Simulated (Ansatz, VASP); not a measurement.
## SnO2 in two plane-wave programs

Aim: how closely do two programs agree when they are given the same cell, functional and k mesh? The cell is taken from a series of runs on this material, whose earlier steps may have relaxed, scaled, displaced or heated it; both programs get it as it stands.

Main program and level: Ansatz 0.2.0; plane waves, with VASP 6.6.1 beside it; single point at HSE06.

**1. The starting structure**

Symmetry: Pbcn, No. 60, orthorhombic system. The conventional cell has a = 4.735 Å, b = 5.751 Å, c = 5.273 Å, α = 90.00°, β = 90.00°, γ = 90.00°. Sn has 6 O at 2.04 to 2.11 Å nearest. O has 3 Sn at 2.04 to 2.11 Å nearest. Farther neighbours and most contacts between anions are not listed.

Structure file:

```cif
data_structure
_symmetry_space_group_name_H-M 'Pbcn'
_symmetry_Int_Tables_number 60
_cell_length_a 4.7351
_cell_length_b 5.7509
_cell_length_c 5.2733
_cell_angle_alpha 90.000
_cell_angle_beta 90.000
_cell_angle_gamma 90.000
_cell_volume 143.60
loop_
_atom_site_label
_atom_site_type_symbol
_atom_site_symmetry_multiplicity
_atom_site_Wyckoff_symbol
_atom_site_fract_x
_atom_site_fract_y
_atom_site_fract_z
_atom_site_occupancy
Sn1 Sn 4 c 0.50000 0.66461 0.75000 1
O1 O 8 d 0.72862 0.60811 0.07877 1
```

**2. VASP: single point, HSE06**

A single point gives forces, pressure and levels at one fixed geometry, so differences don't come from the geometry; what else differs is listed under the comparison.

Lines of VASP's logs that name or quote its potential files are left out, and so is its time.

The run reads the wave functions of an earlier VASP run, which isn't shown here.

Input file INCAR:

```
SYSTEM = SnO2
PREC = Accurate
ENCUT = 520
EDIFF = 1E-06
NELM = 100
ISMEAR = 0
SIGMA = 0.01
LREAL = .FALSE.
ALGO = Normal
LHFCALC = .TRUE.
AEXX = 0.25
GGA = PE
HFSCREEN = 0.208
LASPH = .TRUE.
NBANDS = 64
PRECFOCK = Fast
LORBIT = 11
LWAVE = .FALSE.
LCHARG = .FALSE.
KPAR = 4
NCORE = 4
ISIF = 2
```

Input file POSCAR:

```
SnO2
1.0
    4.7351461700      0.0000000000      0.0000000000
    0.0000000000      5.7509122300      0.0000000000
    0.0000000000      0.0000000000      5.2733498212
Sn O
4 8
Direct
    0.5000000000      0.6646147171      0.7500000000
    0.0000000000      0.8353852829      0.2500000000
    0.5000000000      0.3353852829      0.2500000000
    0.0000000000      0.1646147171      0.7500000000
    0.7286180175      0.6081109417      0.0787713174
    0.2286180175      0.8918890583      0.9212286826
    0.7713819825      0.8918890583      0.5787713174
    0.2713819825      0.6081109417      0.4212286826
    0.7286180175      0.3918890583      0.5787713174
    0.2286180175      0.1081109417      0.4212286826
    0.7713819825      0.1081109417      0.0787713174
    0.2713819825      0.3918890583      0.9212286826
```

Input file KPOINTS:

```
Automatic mesh
0
Gamma
4 2 4
0 0 0
```

The projector-augmented-wave data sets are Sn_d and O (PBE family, release 64).

The run is started by

```sh
> mpirun -np 16 vasp_std
```

Numbers of over 12 decimals in the logs are rounded to 6 here.

Log:

```text
[banner, memory and clock lines left out]
running   16 mpi-ranks, on    1 nodes
 distrk:  each k-point on    4 cores,    4 groups
 distr:  one band on    4 cores,    1 groups

 POSCAR found type information on POSCAR SnO
 POSCAR found :  2 types and      12 ions
 LDA part: xc-table for (Slater+PW92), standard interpolation
 found WAVECAR, reading the header
 POSCAR, INCAR and KPOINTS ok, starting setup
 FFT: planning ... GRIDC
 FFT: planning ... GRID_SOFT
 FFT: planning ... GRID
 reading WAVECAR
 the WAVECAR file was read successfully
 initial charge from wavefunction
 entering main loop
       N       E                     dE             d eps       ncg     rms          rms(c)
DAV:   1    -0.944334555337E+02   -0.94433E+02   -0.22465E+00  2760   0.966E+00    0.190E+00
DAV:   2    -0.944825263613E+02   -0.49071E-01   -0.23123E-01  2864   0.261E+00    0.167E+00
DAV:   3    -0.944747770969E+02    0.77493E-02   -0.17547E-02  3784   0.103E+00    0.112E+00
DAV:   4    -0.944733267781E+02    0.14503E-02   -0.45040E-03  3296   0.387E-01    0.680E-01
DAV:   5    -0.944727357569E+02    0.59102E-03   -0.54865E-04  2648   0.168E-01    0.398E-01
DAV:   6    -0.944725324067E+02    0.20335E-03   -0.15920E-04  2712   0.769E-02    0.233E-01
DAV:   7    -0.944724741236E+02    0.58283E-04   -0.37111E-05  3280   0.449E-02    0.140E-01
DAV:   8    -0.944724567660E+02    0.17358E-04   -0.12544E-05  3136   0.292E-02    0.841E-02
DAV:   9    -0.944724529299E+02    0.38361E-05   -0.54006E-06  2664   0.168E-02    0.507E-02
DAV:  10    -0.944724524482E+02    0.48169E-06   -0.15661E-06  1776   0.936E-03
   1 F= -.94472452E+02 E0= -.94472452E+02  d E =-.309326E-55
```

Parts of OUTCAR (step 2):

```text
ion  position               nearest neighbor table
   1  0.500  0.665  0.750-   6 2.04   7 2.04   5 2.07   8 2.07   9 2.11  12 2.11   3 3.25   3 3.25
                             2 3.68   2 3.68   2 3.68   2 3.68   4 3.72   4 3.72   4 3.72   4 3.72
   2  0.000  0.835  0.250-   5 2.04   8 2.04   7 2.07   6 2.07  10 2.11  11 2.11   4 3.25   4 3.25
                             1 3.68   1 3.68   1 3.68   1 3.68   3 3.72   3 3.72   3 3.72   3 3.72
   3  0.500  0.335  0.250-  10 2.04  11 2.04   9 2.07  12 2.07   5 2.11   8 2.11   1 3.25   1 3.25
                             4 3.68   4 3.68   4 3.68   4 3.68   2 3.72   2 3.72   2 3.72   2 3.72
   4  0.000  0.165  0.750-   9 2.04  12 2.04  11 2.07  10 2.07   6 2.11   7 2.11   2 3.25   2 3.25
                             3 3.68   3 3.68   3 3.68   3 3.68   1 3.72   1 3.72   1 3.72   1 3.72
   5  0.729  0.608  0.079-   2 2.04   1 2.07   3 2.11
   6  0.229  0.892  0.921-   1 2.04   2 2.07   4 2.11
   7  0.771  0.892  0.579-   1 2.04   2 2.07   4 2.11
   8  0.271  0.608  0.421-   2 2.04   1 2.07   3 2.11
   9  0.729  0.392  0.579-   4 2.04   3 2.07   1 2.11
  10  0.229  0.108  0.421-   3 2.04   4 2.07   2 2.11
  11  0.771  0.108  0.079-   3 2.04   4 2.07   2 2.11
  12  0.271  0.392  0.921-   4 2.04   3 2.07   1 2.11

  LATTYP: Found a simple orthorhombic cell.
 ALAT       =     4.7351461700
 B/A-ratio  =     1.1136614651
 C/A-ratio  =     1.2145163050

 Subroutine GETGRP returns: Found  8 space group operations
 (whereof  2 operations were pure point group operations)

The static configuration has the point symmetry S_2 .
 The point group associated with its full space group is D_2h.

 Found     18 irreducible k-points:

   k-points           NKPTS =     18   k-points in BZ     NKDIM =     32   number of bands    NBANDS=     64

   dimension x,y,z NGX =    36 NGY =   48 NGZ =   40
   dimension x,y,z NGXF=    72 NGYF=   96 NGZF=   80

   ENCUT  =  520.0 eV  38.22 Ry    6.18 a.u.   8.80 10.69  9.80*2*pi/ulx,y,z

   NELECT =     104.0000    total number of electrons

 k-points in reciprocal lattice and weights: Automatic mesh
   0.00000000  0.00000000  0.00000000       0.031
   0.25000000  0.00000000  0.00000000       0.062
   0.50000000  0.00000000  0.00000000       0.031
   0.00000000  0.50000000  0.00000000       0.031
   0.25000000  0.50000000  0.00000000       0.062
   0.50000000  0.50000000  0.00000000       0.031
   0.00000000  0.00000000  0.25000000       0.062
   0.25000000  0.00000000  0.25000000       0.125
   0.50000000  0.00000000  0.25000000       0.062
[...]
0.25000000  0.50000000  0.50000000       0.062
   0.50000000  0.50000000  0.50000000       0.031

  exchange ACFDT corr.  =         0.00000000  see jH, gK, PRB 81, 115126

 average (electrostatic) potential at core
       1 -93.4763       2 -93.4763       3 -93.4763       4 -93.4763       5 -61.6246
       6 -61.6246       7 -61.6246       8 -61.6246       9 -61.6246      10 -61.6246
      11 -61.6246      12 -61.6246

 E-fermi :   4.5691

 k-point     1 :       0.0000    0.0000    0.0000
  band No.  band energies     occupation
    ...
     48       3.9728      2.00000
     49       4.0638      2.00000
     50       4.3556      2.00000
     51       4.3865      2.00000
     52       4.4600      2.00000
     53       7.4833      0.00000
     54      12.6512      0.00000
     55      12.8045      0.00000
     56      13.1134      0.00000
     57      13.5937      0.00000
    ...

 k-point     2 :       0.2500    0.0000    0.0000
  band No.  band energies     occupation
    ...
     48       3.9182      2.00000
     49       3.9548      2.00000
     50       4.0952      2.00000
     51       4.3864      2.00000
     52       4.4356      2.00000
     53       8.8318      0.00000
     54      11.6831      0.00000
     55      12.3722      0.00000
     56      12.5054      0.00000
     57      14.2722      0.00000
    ...

 k-point     3 :       0.5000    0.0000    0.0000
  band No.  band energies     occupation
    ...
     48       3.8209      2.00000
     49       4.1776      2.00000
     50       4.1776      2.00000
     51       4.4059      2.00000
     52       4.4059      2.00000
     53      10.8510      0.00000
     54      10.8510      0.00000
     55      11.6650      0.00000
     56      11.6650      0.00000
     57      14.8371      0.00000
    ...

  Total       -1.9137236     -1.7471231     -3.2760738      0.0000000      0.0000000      0.0000000
  in kB      -21.3517309    -19.4929410    -36.5516972      0.0000000      0.0000000      0.0000000
  external PRESSURE =     -25.7987897 kB  Pullay stress =       0.0000000 kB

  energy-cutoff  :      520.00
  volume of cell :      143.60
      direct lattice vectors                 reciprocal lattice vectors
     4.735146170  0.000000000  0.000000000     0.211186722  0.000000000  0.000000000
     0.000000000  5.750912230  0.000000000     0.000000000  0.173885457  0.000000000
     0.000000000  0.000000000  5.273349821     0.000000000  0.000000000  0.189632783

 POSITION                                       TOTAL-FORCE (eV/Angst)
 -----------------------------------------------------------------------------------
      2.36757      3.82214      3.95501         0.000000      0.019650     -0.000000
      0.00000      4.80423      1.31834         0.000000     -0.019650     -0.000000
      2.36757      1.92877      1.31834         0.000000     -0.019650     -0.000000
      0.00000      0.94668      3.95501         0.000000      0.019650     -0.000000
      3.45011      3.49719      0.41539         0.017986      0.080709      0.022288
      1.08254      5.12918      4.85796         0.017986     -0.080709     -0.022288
      3.65261      5.12918      3.05206        -0.017986     -0.080709      0.022288
      1.28503      3.49719      2.22129        -0.017986      0.080709     -0.022288
      3.45011      2.25372      3.05206         0.017986     -0.080709      0.022288
      1.08254      0.62174      2.22129         0.017986      0.080709     -0.022288
      3.65261      0.62174      0.41539        -0.017986      0.080709      0.022288
      1.28503      2.25372      4.85796        -0.017986     -0.080709     -0.022288
 -----------------------------------------------------------------------------------
    total drift:                                0.000012     -0.000002     -0.000005

  FREE ENERGIE OF THE ION-ELECTRON SYSTEM (eV)
  ---------------------------------------------------
  free  energy   TOTEN  =       -94.4724524482 eV

  energy  without entropy=      -94.4724524482  energy(sigma->0) =      -94.47245245

 total charge
# of ion       s       p       d       tot
------------------------------------------
    1        0.849   1.071  10.372  12.292
    2        0.849   1.071  10.372  12.292
    3        0.849   1.071  10.372  12.292
    4        0.849   1.071  10.372  12.292
    5        1.561   3.535   0.000   5.097
    6        1.561   3.535   0.000   5.097
    7        1.561   3.535   0.000   5.097
    8        1.561   3.535   0.000   5.097
    9        1.561   3.535   0.000   5.097
   10        1.561   3.535   0.000   5.097
   11        1.561   3.535   0.000   5.097
   12        1.561   3.535   0.000   5.097
--------------------------------------------------
tot         15.886  32.567  41.486  89.939

[... 3 further parts left out ...]
```

The run ends at a pressure of -2.58 GPa, with forces up to 0.086 eV/Å.

[end of part 1 of 2]

[Lines on the potential files, build, host, timing and source positions are cut from VASP's logs without a mark.]

[Logs are printed without paths, hosts, clocks, repeated set-up lines and the standing remarks that a program may print on its own settings, such as how far it seeks lower states.]

[Hosts, paths, dates, database ids (printed as entryN), source tags and the programs' standing remarks are cut or masked in the printed files.]
